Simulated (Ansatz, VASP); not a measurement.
# One calculation of TiSi, two programs

```
CELL_PARAMETERS angstrom
0.00000 -3.07990 3.07990
3.07990 -3.07990 0.00000
3.07990 0.00000 3.07990
ATOMIC_POSITIONS crystal
Ti 0.00000 0.00000 0.00000
Ti 0.50000 0.50000 0.50000
Si 0.25000 0.25000 0.25000
Si 0.75000 0.75000 0.75000
```

Alike in both runs: functional PBEsol; k mesh 12 × 12 × 12; occupations gaussian, width 0.1 eV; no spin polarisation.

Ansatz relaxed the structure, and its values are those at the end. VASP's run is a single point on that final structure, the one shown.

|  | VASP | Ansatz |
| --- | --- | --- |
| version | VASP 6.6.1 | Ansatz 0.2.0 |
| potentials or method | VASP PAW PBE potentials, release 64 (Ti_sv, Si) | scalar-relativistic, plane waves, PAW |
| plane-wave cutoff (eV) | 520 | 420 |
| valence electrons in the cell | 32 | 32 |

```tsv
	VASP	Ansatz	Ansatz less VASP
gap on the k mesh at the Fermi level (eV)	none	none	-
pressure (GPa)	0.1	0.0	-0.08
```

A gap of «none» marks a metal or a gap that the smearing closes. With one functional, cell and mesh, what is left measures potentials, basis and numerics.

Caveats: the PAW data sets were made with another functional, which shifts forces and pressure a little (VASP).
